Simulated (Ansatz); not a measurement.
# SnS2: the cost of one run

Method: DFT LDA, all-electron LAPW, scalar-relativistic unless said, in Ansatz 0.2.0.

2 further runs of the same task are left out: 1 that didn't finish, 1 set aside as unsound or not needed.

## 1. The starting structure

It takes space group P-3m1 (No. 164, trigonal). Conventional cell: a = 3.632 Å, b = 3.632 Å, c = 5.702 Å, α = 90.00°, β = 90.00°, γ = 120.00°. Sn (site symmetry -3m) has 6 S at 2.56 Å as nearest neighbours. S (site symmetry 3m) is surrounded by 3 Sn at 2.56 Å.

Coordinates:

```
Sn S
1.0
     3.63246    0.00000    0.00000
    -1.81623    3.14580    0.00000
     0.00000    0.00000    5.70175
Sn S
1 2
Cartesian
  0.0000 0.0000 0.0000
  0.0000 2.0972 1.4668
  1.8162 1.0486 4.2349
```

Cartesian axes are those of the input's lattice vectors. The structure goes back to a database entry.

## 2. Reference run, LAPW

input.yaml

```yaml
crystal:
  lattice:
    - [3.63245861012, 0.0, 0.0]
    - [-1.81622930506, 3.14580143456, 0.0]
    - [0.0, 0.0, 5.70174707434]
  atoms:
    - { symbol: Sn, position: [0.0, 0.0, 0.0] }
    - { symbol: S, position: [0.333333333333, 0.666666666667, 0.257255961155] }
    - { symbol: S, position: [0.666666666667, 0.333333333333, 0.742744038845] }
kpoints:
  mp_grid: { grid: [6, 6, 4] }
scf:
  occupations: { method: fixed }
hamiltonian:
  xc: lda
  pseudopotentials: { kind: all_electron, lapw: { basis_error: 0.0005 } }
phonons:
  qmesh: [2, 2, 2]
  qpath:
    path:
      - [0.0, 0.0, 0.0]
      - [0.5, 0.0, 0.0]
      - [0.3333333333, 0.3333333333, 0.0]
      - [0.0, 0.0, 0.0]
      - [0.0, 0.0, 0.5]
      - [0.5, 0.0, 0.5]
      - [0.3333333333, 0.3333333333, 0.5]
      - [0.0, 0.0, 0.5]
      - [0.5, 0.0, 0.5]
    npoints: 6
  temperatures: { t_min: 0, t_max: 1000, t_step: 100 }
```

Run with:

```console
$ ansatz run input.yaml --threads 2 --pin off --max-ram 6144MiB --backend cpu --events-out ev --progress --plain --runs-dir out
```

What time and memory should one allow on 2 threads of Arm Neoverse V2, shared host?

About 14 min, with a peak of 0.85 GiB.
